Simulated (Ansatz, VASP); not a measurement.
**SiGe5: VASP beside Ansatz**

```
CELL_PARAMETERS angstrom
5.30444 0.00000 0.00000
-2.65222 4.59378 0.00000
0.00000 0.00000 5.07818
ATOMIC_POSITIONS crystal
Si 0.00000 0.00000 0.00000
Ge 0.00000 0.50000 0.50000
Ge 0.33333 0.66667 0.00000
Ge 0.66667 0.33333 0.00000
Ge 0.50000 0.00000 0.50000
Ge 0.50000 0.50000 0.50000
```

Change from the starting cell: species swapped into the EuNi5 type (P6/mmm, No. 191).

Alike in both runs: functional PBE; k mesh 6 × 6 × 4; occupations gaussian, width 0.1 eV; no spin polarisation.

Ansatz relaxed the structure, and its values are those at the end. VASP's run is a single point on that final structure, the one shown.

|  | VASP | Ansatz |
| --- | --- | --- |
| version | VASP 6.6.1 | Ansatz 0.2.0 |
| potentials or method | VASP PAW PBE potentials, release 64 (Si, Ge_d) | scalar-relativistic, plane waves, PAW |
| plane-wave cutoff (eV) | 520 | 420 |
| valence electrons in the cell | 74 | 74 |

```tsv
	VASP	Ansatz	Ansatz less VASP
gap on the k mesh at the Fermi level (eV)	none	none	-
pressure (GPa)	0.0	0.0	0.00
```

A gap of «none» marks a metal or a gap that the smearing closes. With one functional, cell and mesh, what is left measures potentials, basis and numerics.
